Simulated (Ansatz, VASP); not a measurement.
# PbF2 (Fluorocronite) in VASP and in Ansatz

Contents of INCAR:

```
PREC = Accurate ; ENCUT = 520
EDIFF = 1E-6 ; ISMEAR = -1
SIGMA = 0.05 ; LREAL = F
LASPH = T ; NELM = 60
ALGO = Normal ; ISIF = 2
LWAVE = F ; LCHARG = T
GGA = PE ; LELF = T
LVHAR = T ; NBANDS = 21
```

File KPOINTS:

```
Automatic mesh
0
Gamma
  8 8 8
```

POSCAR

```
PbF2
1.0
    0.0000000000      2.9636600000      2.9636600000
    2.9636600000      0.0000000000      2.9636600000
    2.9636600000      2.9636600000      0.0000000000
Pb F
1 2
Direct
    0.0000000000      0.0000000000      0.0000000000
    0.7500000000      0.7500000000      0.7500000000
    0.2500000000      0.2500000000      0.2500000000
```

The input input.yaml:

```yaml
crystal:
  lattice:
    - [0.0, 2.96366, 2.96366]
    - [2.96366, 0.0, 2.96366]
    - [2.96366, 2.96366, 0.0]
  atoms:
    - { symbol: Pb, position: [0.0, 0.0, 0.0] }
    - { symbol: F, position: [0.75, 0.75, 0.75] }
    - { symbol: F, position: [0.25, 0.25, 0.25] }
kpoints:
  mp_grid: { grid: [8, 8, 8] }
scf:
  occupations: { method: fermi_dirac, width: 0.05 }
hamiltonian:
  xc: pbe
  pseudopotentials: { kind: all_electron, lapw: { basis_error: 0.001 } }
output:
  forces: true
  stress: true
  eigenvalues: true
```

Alike in both runs: task single point; functional PBE; k mesh 8 × 8 × 8; occupations fermi-dirac, width 0.05 eV; no spin polarisation.

|  | VASP | Ansatz |
| --- | --- | --- |
| version | VASP 6.6.1 | Ansatz 0.2.0 |
| potentials or method | VASP PAW PBE potentials, release 64 (Pb_d, F) | all-electron LAPW, scalar-relativistic |
| plane-wave cutoff (eV) | 520 | see its input |

```csv
,VASP,Ansatz,Ansatz less VASP
gap on the k mesh at the Fermi level (eV),4.42,4.41,-0.003
least direct gap on the mesh (eV),4.56,4.56,-0.004
pressure (GPa),2.5,2.7,+0.22
```

Ansatz ran all-electron here, so the differences hold the error of VASP's frozen core and of both bases.

Caveats: spin-orbit coupling is left out, which as a rule narrows the gap of such compounds by several tenths of an eV. A k mesh can miss the band edges.
